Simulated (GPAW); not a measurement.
Computed results, one entry a study.

```
! title: A GW chain in GPAW: LiF (Griceite)
! method: DFT, PBE, plane waves, PAW (and 1 further level or step)
! program: GPAW 26.7.0
! settings of one run: cutoff 600 eV, GPAW PAW setups 1.2.1 data release, 8×8×8 k-mesh, nbands 252
! cost: 4 runs, 2.1 min in all on 4 MPI ranks of AMD EPYC 9R14 (Zen 4), shared host (the runs of this entry)
! notes: The cell and positions come from the Crystallography Open Database and are kept as given unless a step says otherwise. Bands and cutoff are finite, so the gap is not at the basis limit. The miss can reach some tenths of an eV and take either sign; the mesh is an error of its own.
! PBE gap: 9.07 eV, indirect (only 2 meV under the direct gap)
! G0W0 gap on the mesh: 13.35 eV
! GW settings: 8×8×8 mesh, 112 bands, screening to 210 eV, Godby-Needs plasmon pole
! known limits: not at the basis limit
CELL_PARAMETERS angstrom
0.00000 2.01400 2.01400
2.01400 0.00000 2.01400
2.01400 2.01400 0.00000
ATOMIC_POSITIONS crystal
Li 0.00000 0.00000 0.00000
F 0.50000 0.50000 0.50000
```

[Paths, hosts, dates, memory and timing lines, banners, echoed tables and standing remarks are left out of the program output.]

[Logs are printed without paths, hosts, clocks, repeated set-up lines and the standing remarks that a program may print on its own settings, such as how far it seeks lower states.]

[Runs of the session that timed out or met a known fault of the program may be left out.]

[Hosts, paths, dates, database ids (printed as entryN), source tags and the programs' standing remarks are cut or masked in the printed files.]
